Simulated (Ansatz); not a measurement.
# TaC (Fm-3m): a single-point run

Wanted: a converged single-point run for TaC (Fm-3m), and a check of what comes out. The structure is shown as the input types it.

Program: Ansatz 0.2.0. Level of theory: DFT PBE, scalar-relativistic, plane waves, PAW. These are calculated values, not measurements.

1 further run of the same task is left out (set aside as unsound or not needed). Runs told in other sessions of the task aren't counted.

### Step 1. The starting structure

Symmetry: Fm-3m, No. 225, cubic system. The conventional cell has a = 4.454 Å, b = 4.454 Å, c = 4.454 Å, α = 90.00°, β = 90.00°, γ = 90.00°. Ta (site symmetry m-3m) is surrounded by 6 C at 2.23 Å. Around C (site symmetry m-3m) lie 6 Ta at 2.23 Å.

Structure file:

```xyz
2
Lattice="0.0000 2.2270 2.2270 2.2270 0.0000 2.2270 2.2270 2.2270 0.0000" Properties=species:S:1:pos:R:3 pbc="T T T"
Ta    0.0000    0.0000    0.0000
C     2.2270    2.2270    2.2270
```

### Step 2. The calculation

input.yaml reads:

```yaml
crystal:
  lattice:
    - [0.0, 2.226998583, 2.226998583]
    - [2.226998583, 0.0, 2.226998583]
    - [2.226998583, 2.226998583, 0.0]
  atoms:
    - { symbol: Ta, position: [0.0, 0.0, 0.0] }
    - { symbol: C, position: [0.5, 0.5, 0.5] }
basis:
  ecutwfc: 420
  ecutrho_ratio: 4
kpoints:
  mp_grid: { grid: [10, 10, 10] }
hamiltonian:
  xc: pbe
scf:
  occupations: { method: gaussian, width: 0.05 }
  max_iter: 100
output:
  forces: true
  stress: true
total_charge: -6
```

The run is started by

```bash
$ ansatz run input.yaml --threads 4 --pin off --max-ram 8192MiB --backend cpu --events-out ev --progress --plain --runs-dir out
```

Q: Will this input give a usable result? If not, why, and what should change?

The program finished normally. It gives a pressure of -144 GPa, which is large.

The suspect setting: total_charge is -6. The typed charge changes the electron count, so this is no longer the system that was meant.

Run again and compare: delete total_charge (the default then holds).
